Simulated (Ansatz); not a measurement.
Ge under changes of volume

One of the cells (22.639 Å³/atom); the others are scaled copies at fixed shape and fractional positions:

```
CELL_PARAMETERS angstrom
0.00000 2.82891 2.82891
2.82891 0.00000 2.82891
2.82891 2.82891 0.00000
ATOMIC_POSITIONS crystal
Ge 0.75000 0.75000 0.75000
Ge 0.50000 0.50000 0.50000
```

- Program: Ansatz 0.2.0
- Functional: B3LYP
- Potentials or basis: Ansatz PAW
- Cutoff: 420 eV (not typed: the program's choice for these potentials)
- k mesh: 4 × 4 × 4
- Occupations: fermi-dirac, width 0.05 eV
- Spin: no spin polarisation

```tsv
volume (Å³/atom)	energy over the lowest point (meV/atom)	pressure (GPa)	gap on the mesh (eV)
21.281	?	?	?
21.733	49.76	8.0	1.37
22.186	30.04	6.0	1.24
22.639	15.49	4.3	1.03
23.092	5.67	2.7	0.82
23.545	0.00	1.3	0.62
```

Task: What does the run at 21.281 Å³/atom give?

Result: Energy over the lowest point 75.27 meV/atom; pressure 10.1 GPa; gap on the mesh 1.45 eV.

Worked out: A Birch-Murnaghan fit of order 3 (a polynomial in V^(-2/3)) to the other rows has its minimum at 24.02 Å³/atom, just outside them, with B0 = V·E''(V) = 63 GPa and B' = 4.7. It gives 75.25 meV/atom at 21.281 Å³/atom, against the run's 75.27, and -dE/dV = 10.1 GPa, against 10.1. A parabola through the other rows of the gap, of slope -5.91 eV per unit of ln V there, extrapolates to 1.52 eV, against the run's 1.45.

Energies are extrapolated to zero smearing.

Caveats: all runs use coarse meshes; the PAW data sets come from PBE, with cores solved anew for the run's functional, which leaves a small shift of forces and pressure; the thresholds are loose for stress.

A mesh can miss the band edges. Spin-orbit coupling on Ge is left out.
